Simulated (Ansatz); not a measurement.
The calculation used Ansatz, DFT PBE, scalar-relativistic, plane waves, PAW. Settings: cutoff 420 eV, Γ-centred meshes spaced at most about 0.3 Å⁻¹, and about 0.25 Å⁻¹ or finer for metals (2π included), Gaussian smearing. No spin polarisation in the final relaxations.

All energies are static (0 K, no zero-point motion).

Two relaxed structures of Ge:

A.

```yaml
crystal:
  lattice:
    - [3.81681, 0.00000, 0.00000]
    - [-1.90840, 3.30545, 0.00000]
    - [0.00000, 0.00000, 3.29721]
  atoms:
    - { symbol: Ge, position: [0.66667, 0.33333, 0.75000] }
    - { symbol: Ge, position: [0.33333, 0.66667, 0.25000] }
```

B.

```yaml
crystal:
  lattice:
    - [2.71111, 0.00000, 0.00000]
    - [0.00000, 2.71111, 0.00000]
    - [0.00000, 0.00000, 2.71111]
  atoms:
    - { symbol: Ge, position: [0.00000, 0.00000, 0.00000] }
```

**Question.** Which would you expect to be lower, and how large is the difference?

**Answer.** B is lower, by 51 meV/atom. A has space group P6_3/mmc (No. 194), 20.8 Å³/atom and no gap on its mesh; B has the simple cubic type, space group Pm-3m (No. 221), 19.9 Å³/atom and no gap. Counting all near atoms (those within 1.25 times the shortest such distance or 1.15 times the sum of covalent radii, 1.27 where that leaves under three; a plus sign parts nearer from farther groups), A has Ge 6+2 and B has Ge 6. The denser one is the lower, and pressure would at first widen the difference. Both come from invented guesses. The part of the Crystallography Open Database at hand lists Ge in space groups No. 64, 96, 227; no cell shown has one of them.

Cells relaxed within their symmetry can be saddle points.
